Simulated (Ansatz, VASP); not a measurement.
One calculation of Sc, two programs

Contents of INCAR:

```
PREC     = Accurate       # precision mode
ENCUT    = 520            # plane-wave cutoff, eV
EDIFF    = 1E-6           # SCF threshold, eV
ISMEAR   = -1             # smearing method
SIGMA    = 0.1            # smearing width, eV
LREAL    = False          # projectors in reciprocal space
LASPH    = True           # aspherical terms in the spheres
NELM     = 100            # most SCF steps
ALGO     = Normal         # electronic algorithm
ISIF     = 2              # what is computed and relaxed
LWAVE    = False          # write WAVECAR
LCHARG   = False          # write CHGCAR
GGA      = CA             # functional
NBANDS   = 12             # bands
```

File KPOINTS:

```
regular mesh
0
Gamma
  15 15 15
```

The input POSCAR:

```
Sc
1.0
    0.0000000000      2.1622198222      2.1622198222
    2.1622198222      0.0000000000      2.1622198222
    2.1622198222      2.1622198222      0.0000000000
Sc
1
Direct
    0.0000000000      0.0000000000      0.0000000000
```

Input for Ansatz:

```yaml
crystal:
  lattice:
    - [0.0, 2.1622198222, 2.1622198222]
    - [2.1622198222, 0.0, 2.1622198222]
    - [2.1622198222, 2.1622198222, 0.0]
  atoms:
    - { symbol: Sc, position: [0.0, 0.0, 0.0] }
kpoints:
  mp_grid: { grid: [15, 15, 15] }
scf:
  occupations: { method: fermi_dirac, width: 0.1 }
hamiltonian:
  xc: lda
  pseudopotentials: { kind: all_electron, lapw: { basis_error: 0.001 } }
output:
  forces: true
  stress: true
  eigenvalues: true
  populations: true
```

Change from the starting cell: volume scaled by 0.9, LAPW.

Alike in both runs: task single point; functional LDA; k mesh 15 × 15 × 15; occupations fermi-dirac, width 0.1 eV; no spin polarisation.

```csv
,VASP,Ansatz
version,VASP 6.6.1,Ansatz 0.2.0
potentials or method,"VASP PAW LDA potentials, release 64 (Sc_sv)","all-electron LAPW, scalar-relativistic"
plane-wave cutoff (eV),520,see its input
```

```tsv
	VASP	Ansatz	Ansatz less VASP
pressure (GPa)	7.3	7.1	-0.13
```

Ansatz ran all-electron here, so the differences hold the error of VASP's frozen core and of both bases.
